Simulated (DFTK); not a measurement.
GaN under changes of volume

One of the cells (9.735 Å³/atom); the others are scaled copies at fixed shape and fractional positions:

```xyz
2
Lattice="0.0000 2.1352 2.1352 2.1352 0.0000 2.1352 2.1352 2.1352 0.0000" Properties=species:S:1:pos:R:3 pbc="T T T"
Ga    0.0000    0.0000    0.0000
N     2.1352    2.1352    2.1352
```

Measurements of this composition are mostly on another form, of space group No. 186.

| Property | Result |
| --- | --- |
| Program | DFTK 0.8.2 |
| Functional | PBEsol |
| Potentials or basis | dojo.nc.sr.pbesol.v0_4_1.standard.upf (PBEsol) |
| Cutoff | 1143 eV |
| k mesh | 11 × 11 × 11 |
| Occupations | fermi-dirac, width 0.05 eV |
| Spin | no spin polarisation |

| volume (Å³/atom) | energy over the lowest point (meV/atom) | pressure (GPa) | gap on the mesh (eV) |
| --- | --- | --- | --- |
| 9.151 | 5.04 | 6.8 | 0.87 |
| 9.346 | 0.00 | 1.5 | 0.74 |
| 9.540 | ? | ? | ? |
| 9.735 | 7.42 | -7.3 | 0.49 |
| 9.930 | 18.63 | -11.0 | 0.37 |
| 10.124 | 34.12 | -14.3 | 0.25 |
| 10.319 | 53.37 | -17.1 | 0.15 |

What does the run at 9.540 Å³/atom give?

Energy over the lowest point 1.01 meV/atom; pressure -3.1 GPa; gap on the mesh 0.61 eV.

Worked out: A Birch-Murnaghan fit of order 3 (a polynomial in V^(-2/3)) to the other rows has its minimum at 9.41 Å³/atom with B0 = V·E''(V) = 232 GPa and B' = 4.7. It gives 1.00 meV/atom at 9.540 Å³/atom, against the run's 1.01, and -dE/dV = -3.1 GPa, against -3.1. A straight line through the other rows of the gap, of slope -6.04 eV per unit of ln V, gives 0.62 eV, against the run's 0.61.

Energies are extrapolated to zero smearing.

Caveats: an odd mesh through Γ misses points on the zone boundary, where band edges often lie. Spin-orbit coupling on Ga is left out.
